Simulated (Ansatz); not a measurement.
A relaxation computed with Ansatz, from input to last step.

```yaml
crystal:
  lattice:
    - [3.5612561764, 0.0, 0.0]
    - [-1.7806280882, 3.0841383181, 0.0]
    - [0.0, 0.0, 16.7352291844]
  atoms:
    - { symbol: Te, position: [0.3333333333, 0.6666666667, 0.8947572498] }
    - { symbol: Te, position: [0.3333333333, 0.6666666667, 0.1052427502] }
    - { symbol: Mo, position: [0.0, 0.0, 0.0] }
basis:
  ecutwfc: 500
kpoints:
  mp_grid: { grid: [12, 12, 2] }
hamiltonian:
  xc: r2scan
scf:
  occupations: { method: gaussian, width: 0.02 }
output:
  forces: true
  stress: true
  eigenvalues: true
relax:
  adjacent_minimum: "off"
  f_tol: 0.008
  max_steps: 40
```

```bash
ansatz run input.yaml --threads 1 --pin off --max-ram 2560MiB --backend cpu --events-out ev --progress --plain --runs-dir out
```

Theory: DFT r2SCAN, scalar-relativistic, plane waves, PAW in Ansatz 0.2.0.

Of 5 frames 4 are shown, positions in Å and forces in eV/Å; the SCF threshold varies from step to step. The mark taken_back stands on steps that the optimiser undid.

```xyz
3
Lattice="3.5613 0.0000 0.0000 -1.7806 3.0841 0.0000 0.0000 0.0000 16.7352" Properties=species:S:1:pos:R:3:forces:R:3 pbc="T T T" step=1 free_energy_over_end_meV_per_atom=3.77
Te    0.0000    2.0561   14.9740    0.0000    0.0000   -0.4113
Te    0.0000    2.0561    1.7613    0.0000    0.0000    0.4113
Mo    0.0000    0.0000    0.0000    0.0000    0.0000    0.0000
3
Lattice="3.5613 0.0000 0.0000 -1.7806 3.0841 0.0000 0.0000 0.0000 16.7352" Properties=species:S:1:pos:R:3:forces:R:3 pbc="T T T" step=2 free_energy_over_end_meV_per_atom=33.15 taken_back
Te    0.0000    2.0561   14.8592    0.0000    0.0000    1.0996
Te    0.0000    2.0561    1.8760    0.0000    0.0000   -1.0996
Mo    0.0000    0.0000    0.0000    0.0000    0.0000    0.0000
3
Lattice="3.5613 0.0000 0.0000 -1.7806 3.0841 0.0000 0.0000 0.0000 16.7352" Properties=species:S:1:pos:R:3:forces:R:3 pbc="T T T" step=3 free_energy_over_end_meV_per_atom=0.06
Te    0.0000    2.0561   14.9425    0.0000    0.0000    0.0511
Te    0.0000    2.0561    1.7927    0.0000    0.0000   -0.0511
Mo    0.0000    0.0000    0.0000    0.0000    0.0000    0.0000
3
Lattice="3.5613 0.0000 0.0000 -1.7806 3.0841 0.0000 0.0000 0.0000 16.7352" Properties=species:S:1:pos:R:3:forces:R:3 pbc="T T T" step=5 free_energy_over_end_meV_per_atom=0.00
Te    0.0000    2.0561   14.9463    0.0000    0.0000   -0.0025
Te    0.0000    2.0561    1.7889    0.0000    0.0000    0.0025
Mo    0.0000    0.0000    0.0000    0.0000    0.0000    0.0000
```

The run took 5.5 min on 1 thread of Intel(R) Xeon(R) Processor @ 2.50GHz (Skylake/Cascade Lake), on a shared host, peak memory 0.85 GiB.

The cell holds layers, and r2SCAN describes their binding at middle range but leaves out its long-range dispersion part.